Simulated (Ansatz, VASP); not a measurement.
**One calculation of Pd, two programs**

```
Pd
1.0
     0.00000    1.94474    1.94474
     1.94474    0.00000    1.94474
     1.94474    1.94474    0.00000
Pd
1
Direct
  0.00000 0.00000 0.00000
```

Alike in both runs: functional PBE; dispersion D3(BJ); k mesh 18 × 18 × 18; occupations gaussian, width 0.1 eV; no spin polarisation.

Ansatz relaxed the structure, and its values are those at the end. VASP's run is a single point on that final structure, the one shown.

|  | VASP | Ansatz |
| --- | --- | --- |
| version | VASP 6.6.1 | Ansatz 0.2.0 |
| potentials or method | VASP PAW PBE potentials, release 64 (Pd) | scalar-relativistic, plane waves, PAW |
| plane-wave cutoff (eV) | 520 | 420 |
| valence electrons in the cell | 10 | 18 |

```csv
,VASP,Ansatz,Ansatz less VASP
gap on the k mesh at the Fermi level (eV),none,none,-
pressure (GPa),-0.3,0.0,+0.35
```

A gap of «none» marks a metal or a gap that the smearing closes. The two sets of potentials don't hold the same shells in valence.

Caveats: pairwise dispersion overbinds metals, which lowers pressure and volume.
